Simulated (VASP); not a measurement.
Sn:

```
Sn
1.0
     0.00000    3.26858    3.26858
     3.26858    0.00000    3.26858
     3.26858    3.26858    0.00000
Sn
2
Direct
  0.00000 0.00000 0.00000
  0.25000 0.25000 0.25000
```

The cell was built by a generator and needn't be a form met in nature.

Base run:

* Program: VASP 6.6.1
* Functional: PBEsol
* Potentials or basis: VASP PAW PBE potentials, release 64 (Sn_d)
* Cutoff: 520 eV
* k mesh: 10 × 10 × 10
* Occupations: gaussian, width 0.03 eV
* Spin: no spin polarisation

Its results: pressure 0.0 GPa.

**Question.** The run is repeated on the same cell with these changes: functional from PBEsol to LDA; potentials or basis from VASP PAW PBE potentials, release 64 (Sn_d) to VASP PAW LDA potentials, release 64 (Sn_d). What comes out?

**Answer.** Pressure -1.2 GPa.

Caveats: the PAW data sets were made with another functional, which shifts forces and pressure a little (some runs).
